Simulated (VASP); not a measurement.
# Co (P6_3/mmc) in VASP: a series of runs

Runs on Co. Level: LDA. Tasks: single point.

All numbers are computed with VASP 6.6.1; they aren't measurements. Logs are shortened: lines on timing, memory, paths and dates and some standing lists are left out, and cuts for length are marked.

**1. The undisturbed crystal**

It takes space group P6_3/mmc (No. 194, hexagonal). Conventional cell: a = 2.472 Å, b = 2.472 Å, c = 4.021 Å, α = 90.00°, β = 90.00°, γ = 120.00°. Co (site symmetry -6m2) is surrounded by 12 Co at 2.47 Å.

**2. Single point, LDA, collinear spin, ferromagnetic start (grid = ENCUT=340 dk=0.35 cell=2x2x2 ISMEAR=1 SIGMA=0.1 LREAL=Auto EDIFF=1e-06)**

The input, INCAR:

```
  ALGO = Fast
  EDIFF = 1E-6
  ENCUT = 340
  GGA = CA
  ISIF = 2
  ISMEAR = 1
  ISPIN = 2
  LASPH = True
  LCHARG = False
  LMAXMIX = 4
  LORBIT = 11
  LREAL = Auto
  LWAVE = False
  MAGMOM = 2 2 2 2 2 2 2 2 2 2 2 2 2 2 2 2
  NBANDS = 87
  NELM = 120
  PREC = Accurate
  SIGMA = 0.1
```

The input, KPOINTS:

```
k-points
0
Gamma
  5 5 3
```

The input, POSCAR:

```
Co
1.0
    4.9439998064      0.0000000000      0.0000000000
   -2.4719999032      4.2816294286      0.0000000000
    0.0000000000      0.0000000000      8.0422881600
Co
16
Direct
    0.3333333334      0.1666666666      0.3750000000
    0.3333333334      0.1666666666      0.8750000000
    0.3333333334      0.6666666666      0.3750000000
    0.3333333334      0.6666666666      0.8750000000
    0.8333333333      0.1666666666      0.3750000000
    0.8333333333      0.1666666666      0.8750000000
    0.8333333333      0.6666666666      0.3750000000
    0.8333333333      0.6666666666      0.8750000000
    0.1666666666      0.3333333334      0.1250000000
    0.1666666666      0.3333333334      0.6250000000
    0.1666666666      0.8333333333      0.1250000000
    0.1666666666      0.8333333333      0.6250000000
    0.6666666666      0.3333333334      0.1250000000
    0.6666666666      0.3333333334      0.6250000000
    0.6666666666      0.8333333333      0.1250000000
    0.6666666666      0.8333333333      0.6250000000
```

Potentials or basis: VASP PAW LDA potentials, release 64 (Co).

Run with:

```bash
> cat potpaw_LDA.64/Co/POTCAR > POTCAR
> mpirun -np 1 vasp_std > vasp.out
```

OUTCAR:

```text
EDIFF = 1E-6
   ENCUT = 340
   GGA = CA
   ISIF = 2
   ISMEAR = 1
   ISPIN = 2
   LASPH = True
   LORBIT = 11
   LREAL = Auto
   NELM = 120
   PREC = Accurate

 Found     10 irreducible k-points:

 Following reciprocal coordinates:
            Coordinates               Weight
  0.000000  0.000000  0.000000      1.000000
  0.200000  0.000000  0.000000      6.000000
  0.400000  0.000000  0.000000      6.000000
  0.200000  0.200000  0.000000      6.000000
  0.400000  0.200000  0.000000      6.000000
  0.000000  0.000000  0.333333      2.000000
   k-points           NKPTS =     10   k-points in BZ     NKDIM =     10   number of bands    NBANDS=     87
   number of dos      NEDOS =    301   number of ions     NIONS =     16
   total plane-waves  NPLWV =  43200
   dimension x,y,z NGX =    30 NGY =   30 NGZ =   48
   dimension x,y,z NGXF=    60 NGYF=   60 NGZF=   96
   ions per type =              16
   NGX,Y,Z   is equivalent  to a cutoff of  10.09, 10.09,  9.92 a.u.
   NGXF,Y,Z  is equivalent  to a cutoff of  20.18, 20.18, 19.84 a.u.
 SYSTEM =  unknown system
   PREC   = accura    normal or accurate (medium, high low for compatibility)
   ISTART =      0    job   : 0-new  1-cont  2-samecut
   ICHARG =      2    charge: 1-file 2-atom 10-const
   ISPIN  =      2    spin polarized calculation?
   LNONCOLLINEAR =      F non collinear calculations
   LSORBIT =      F    spin-orbit coupling
   LASPH  =      T    aspherical Exc in radial PAW
   ENCUT  =  340.0 eV  24.99 Ry    5.00 a.u.   7.43  7.43 12.09*2*pi/ulx,y,z
   NELM   =    120;   NELMIN=  2; NELMDL= -5     # of ELM steps
   EDIFF  = 0.1E-05   stopping-criterion for ELM
   LREAL  =      T    real-space projection
   EDIFFG = 0.1E-04   stopping-criterion for IOM
   NSW    =      0    number of steps for IOM
   IBRION =     -1    ionic relax: 0-MD 1-quasi-New 2-CG
   NFREE  =      0    steps in history (QN), initial steepest desc. (CG)
   ISIF   =      2    stress and relaxation
   ISYM   =      2    0-nonsym 1-usesym 2-fastsym
   POTIM  = 0.5000    time-step for ionic-motion
   TEBEG  =    0.0;   TEEND  =   0.0 temperature during run
   PSTRESS=    0.0 pullay stress
   NELECT =     144.0000    total number of electrons
   NUPDOWN=      -1.0000    fix difference up-down
   EMIN   =  10.00;   EMAX   =-10.00  energy-range for DOS
   EFERMI =   0.00;   METHOD = LEGACY
   ISMEAR =     1;   SIGMA  =   0.10  broadening in eV -4-tet -1-fermi 0-gaus
   EFERMI_NEDOS =   21; number of points for ismear=-14 and -15
   IALGO  =     68    algorithm
   IMIX   =      4    mixing-type and parameters
     AMIX     =   0.40;   BMIX     =  1.00
     AMIX_MAG =   1.60;   BMIX_MAG =  1.00
  volume/ion in A,a.u.               =      10.64        71.80
  Fermi-wavevector in a.u.,A,eV,Ry     =   1.548246  2.925761 32.614055  2.397065
  Thomas-Fermi vector in A             =   2.653224
   LORBIT       =     11    0 simple, 1 ext, 2 COOP (PROOUT), +10 PAW based schemes
   GGA     = CA    functional components
   LHFCALC =     F    Hartree Fock is set to
   AEXX    =    0.0000 exact exchange contribution
   IVDW    =     0    specifies the selected vdW correction
   LEPSILON=     F    determine dielectric tensor
   LRPA    =     F    only Hartree local field effects (RPA)
 spin polarized calculation
 RMM-DIIS sequential band-by-band and
 Methfessel and Paxton  Order N= 1 SIGMA  =   0.10
  energy-cutoff  :      340.00
  volume of cell :      170.24
 maximum number of plane-waves:      2442
 NGX is ok and might be reduce to    30
   NGX = 15   NGY = 15   NGZ = 25

 number of electron     143.9999968 magnetization      24.6956513

 Free energy of the ion-electron system (eV)
  ---------------------------------------------------
  ext. energy  EPLUGINS =         0.00000000
  ---------------------------------------------------
  free energy    TOTEN  =      -129.54246898 eV

  energy without entropy =     -129.52877456  energy(sigma->0) =     -129.53790417

 E-fermi :  10.1251     XC(G=0): -13.8549

 val. band max:       10.1232128160   @ k =   0.4000   0.0000   0.3333
 cond. band min:      10.1383806386   @ k =   0.0000   0.0000   0.3333
 fundamental gap:      0.0151678226
 Fermi energy:        10.1250739246

 spin component 1

 k-point     1 :       0.0000    0.0000    0.0000
  band No.  band energies     occupation
      1       1.1640      1.00000
      2       3.4218      1.00000
      3       3.4218      1.00000
      4       5.0360      1.00000
      5       5.2138      1.00000
      6       5.2138      1.00000
[... 76 lines left out ...]
     83       9.8778      1.00131
     84      10.0383      1.00549

 k-point     2 :       0.2000    0.0000    0.0000
  band No.  band energies     occupation
      1       1.5196      1.00000
      2       3.7247      1.00000
      3       3.7247      1.00000
      4       5.0724      1.00000
      5       5.2340      1.00000
      6       5.2340      1.00000
[... 76 lines left out ...]
     83       9.7961      1.00002
     84      10.2327     -0.03132

 k-point     3 :       0.4000    0.0000    0.0000
  band No.  band energies     occupation
      1       2.5272      1.00000
      2       3.9380      1.00000
      3       4.4864      1.00000
      4       4.4864      1.00000
      5       5.1217      1.00000
      6       5.1217      1.00000
[... 76 lines left out ...]
     83       9.7622      1.00000
     84       9.7638      1.00000

 k-point     4 :       0.2000    0.2000    0.0000
  band No.  band energies     occupation
      1       2.2040      1.00000
      2       4.2685      1.00000
      3       4.2685      1.00000
      4       4.8108      1.00000
      5       4.8108      1.00000
      6       5.3751      1.00000
[... 76 lines left out ...]
     83       9.7345      1.00000
     84      10.0382      1.00554

 k-point     5 :       0.4000    0.2000    0.0000
  band No.  band energies     occupation
      1       3.4432      1.00000
      2       3.4432      1.00000
      3       4.7302      1.00000
      4       5.0318      1.00000
      5       5.0318      1.00000
      6       5.0318      1.00000
[... 76 lines left out ...]
     83      10.0422      0.99695
     84      10.0422      0.99695

 k-point     6 :       0.0000    0.0000    0.3333
  band No.  band energies     occupation
      1       1.4449      1.00000
      2       2.2500      1.00000
      3       4.5044      1.00000
      4       4.9611      1.00000
      5       5.0628      1.00000
      6       5.0628      1.00000
[... 76 lines left out ...]
     83       9.8699      1.00092
     84       9.8699      1.00092

 [... further k-points ...]

 spin component 2

 k-point     1 :       0.0000    0.0000    0.0000
  band No.  band energies     occupation
      1       1.3464      1.00000
      2       3.6645      1.00000
      3       3.6645      1.00000
      4       5.9263      1.00000
      5       6.1517      1.00000
      6       6.1517      1.00000
[... 76 lines left out ...]
     83      11.5061     -0.00000
     84      11.5061     -0.00000

 k-point     2 :       0.2000    0.0000    0.0000
  band No.  band energies     occupation
      1       1.7037      1.00000
      2       3.9738      1.00000
      3       3.9738      1.00000
      4       5.6545      1.00000
      5       6.0908      1.00000
      6       6.0908      1.00000
[... 76 lines left out ...]
     83      11.4364     -0.00000
     84      11.5947     -0.00000

 k-point     3 :       0.4000    0.0000    0.0000
  band No.  band energies     occupation
      1       2.7244      1.00000
      2       4.2126      1.00000
      3       4.7925      1.00000
      4       4.7925      1.00000
      5       5.6875      1.00000
      6       5.6875      1.00000
[... 76 lines left out ...]
     83      11.3726     -0.00000
     84      11.4005     -0.00000

 k-point     4 :       0.2000    0.2000    0.0000
  band No.  band energies     occupation
      1       2.3946      1.00000
      2       4.5446      1.00000
      3       4.5446      1.00000
      4       5.2048      1.00000
      5       5.2048      1.00000
      6       6.1295      1.00000
[... 76 lines left out ...]
     83      11.3670     -0.00000
     84      11.5053     -0.00000

 k-point     5 :       0.4000    0.2000    0.0000
  band No.  band energies     occupation
      1       3.6678      1.00000
      2       3.6678      1.00000
      3       5.0457      1.00000
      4       5.4522      1.00000
      5       5.4522      1.00000
      6       5.4522      1.00000
[... 76 lines left out ...]
     83      11.4505     -0.00000
     84      11.4505     -0.00000

 k-point     6 :       0.0000    0.0000    0.3333
  band No.  band energies     occupation
      1       1.6287      1.00000
      2       2.4427      1.00000
      3       4.9597      1.00000
      4       5.7403      1.00000
      5       5.9954      1.00000
      6       5.9954      1.00000
[... 76 lines left out ...]
     83      11.4975     -0.00000
     84      11.4975     -0.00000

 [... further k-points ...]

 [bands above 84 left out]

------------------------ aborting loop because EDIFF is reached ----------------------------------------

  FORCE on cell =-STRESS in cart. coord.  units (eV):
  Direction    XX          YY          ZZ          XY          YZ          ZX
  --------------------------------------------------------------------------------------
  -------------------------------------------------------------------------------------
  Total      -15.2705975    -15.2705975    -18.6492816      0.0000000      0.0000000      0.0000000
  in kB     -143.7141272   -143.7141272   -175.5114839      0.0000000      0.0000000      0.0000000
  external PRESSURE =    -154.3132461 kB  Pullay stress =       0.0000000 kB

 VOLUME and BASIS-vectors are now :
 -----------------------------------------------------------------------------
  energy-cutoff  :      340.00
  volume of cell :      170.24
      direct lattice vectors                 reciprocal lattice vectors
     4.943999806  0.000000000  0.000000000     0.202265380  0.116777972  0.000000000
    -2.471999903  4.281629429  0.000000000     0.000000000  0.233555943  0.000000000
     0.000000000  0.000000000  8.042288160     0.000000000  0.000000000  0.124342722

 POSITION                                       TOTAL-FORCE (eV/Angst)
 -----------------------------------------------------------------------------------
      1.23600      0.71360      3.01586        -0.000000      0.000000     -0.000000
      1.23600      0.71360      7.03700        -0.000000      0.000000     -0.000000
      0.00000      2.85442      3.01586        -0.000000      0.000000     -0.000000
      0.00000      2.85442      7.03700        -0.000000      0.000000      0.000000
      3.70800      0.71360      3.01586        -0.000000      0.000000     -0.000000
      3.70800      0.71360      7.03700        -0.000000      0.000000      0.000000
[... 8 lines left out ...]
      1.23600      3.56802      1.00529         0.000000     -0.000000      0.000000
      1.23600      3.56802      5.02643         0.000000     -0.000000     -0.000000
 -----------------------------------------------------------------------------------
    total drift:                               -0.000000     -0.000000      0.000000

  FREE ENERGIE OF THE ION-ELECTRON SYSTEM (eV)
  ---------------------------------------------------
  free  energy   TOTEN  =      -129.5424689795 eV

  energy  without entropy=     -129.5287745570  energy(sigma->0) =     -129.53790417

 total charge

# of ion       s       p       d       tot
------------------------------------------
    1        0.497   0.534   7.280   8.311
    2        0.497   0.534   7.280   8.311
    3        0.497   0.534   7.280   8.311
    4        0.497   0.534   7.280   8.311
    5        0.497   0.534   7.280   8.311
    6        0.497   0.534   7.280   8.311
[... 8 lines left out ...]
   15        0.497   0.534   7.280   8.311
   16        0.497   0.534   7.280   8.311
--------------------------------------------------
tot          7.948   8.539 116.482 132.969

 magnetization (x)

# of ion       s       p       d       tot
------------------------------------------
    1       -0.012  -0.037   1.593   1.544
    2       -0.012  -0.037   1.593   1.544
    3       -0.012  -0.037   1.593   1.544
    4       -0.012  -0.037   1.593   1.544
    5       -0.012  -0.037   1.593   1.544
    6       -0.012  -0.037   1.593   1.544
[... 8 lines left out ...]
   15       -0.012  -0.037   1.593   1.544
   16       -0.012  -0.037   1.593   1.544
--------------------------------------------------
tot         -0.198  -0.592  25.491  24.701
```

It took 8.9 min on 1 thread of Intel Xeon Platinum 8259CL at 2.50GHz (Skylake/Cascade Lake), shared host; peak memory 0.26 GiB.

The run converged, but some of its settings lie outside the range that counts as converged, so its numbers aren't taken as properties of the crystal.

Results:

```yaml
Free_energy: -129.5425 eV
Pressure: -15.4 GPa
Net_moment: 24.70 μB per cell
Site_moments: Co +1.54 μB
Valence_electrons_inside_the_program's_atomic_spheres: Co 8.31
```

Caveat: the bands computed are all filled at some k points, so no gap is given.

**3. Single point, LDA, collinear spin, ferromagnetic start (grid = ENCUT=400 dk=0.35 cell=2x2x2 ISMEAR=1 SIGMA=0.1 LREAL=Auto EDIFF=1e-06)**

Changes to INCAR since step 2:

```diff
@@ -2,3 +2,3 @@
   EDIFF = 1E-6
-  ENCUT = 340
+  ENCUT = 400
   GGA = CA
```

KPOINTS is that of step 2.

POSCAR is that of step 2.

Potentials or basis: VASP PAW LDA potentials, release 64 (Co).

Run with:

```bash
> cat potpaw_LDA.64/Co/POTCAR > POTCAR
> mpirun -np 1 vasp_std > vasp.out
```

It took 14 min on 1 thread of Intel Xeon Platinum 8259CL at 2.50GHz (Skylake/Cascade Lake), shared host; peak memory 0.3 GiB.

These settings aren't checked as converged: the numbers below hold their error.

Results:

```yaml
Free_energy: -129.4211 eV
Pressure: -15.8 GPa
Net_moment: 24.60 μB per cell
Site_moments: Co +1.54 μB
Valence_electrons_inside_the_program's_atomic_spheres: Co 8.32
```

Caveat: the bands computed are all filled at some k points, so no gap is given.

**4. Single point, LDA, collinear spin, ferromagnetic start (grid = ENCUT=460 dk=0.35 cell=2x2x2 ISMEAR=1 SIGMA=0.1 LREAL=Auto EDIFF=1e-06)**

Changes to INCAR since step 3:

```diff
@@ -2,3 +2,3 @@
   EDIFF = 1E-6
-  ENCUT = 400
+  ENCUT = 460
   GGA = CA
```

KPOINTS is that of step 3.

POSCAR is that of step 3.

Run with:

```bash
> cat potpaw_LDA.64/Co/POTCAR > POTCAR
> mpirun -np 1 vasp_std > vasp.out
```

It took 9.8 min on 1 thread of Intel Xeon Platinum 8259CL at 2.50GHz (Skylake/Cascade Lake), shared host; peak memory 0.32 GiB.

These settings aren't checked as converged: the numbers below hold their error.

Results:

- Free energy: -129.3998 eV
- Pressure: -15.3 GPa
- Net moment: 24.66 μB per cell
- Site moments: Co +1.54 μB
- Valence electrons inside the program's atomic spheres: Co 8.32

Caveat: the bands computed are all filled at some k points, so no gap is given.

**5. The reference run**

An earlier run on the cell as given: functional PBE; potentials or basis VASP PAW PBE potentials, release 64 (Co); cutoff 520 eV; k mesh 12 × 12 × 7; occupations fermi-dirac, width 0.05 eV; collinear spin, ferromagnetic start; starting moments [2.0, 2.0] μB.

- Pressure: 3.9 GPa
- Band gap on the k mesh: none (metal or under the smearing width)
- Net moment: 3.19 μB per cell
- Site moments: Co +1.61 μB
- Valence electrons inside the program's atomic spheres: Co 8.31
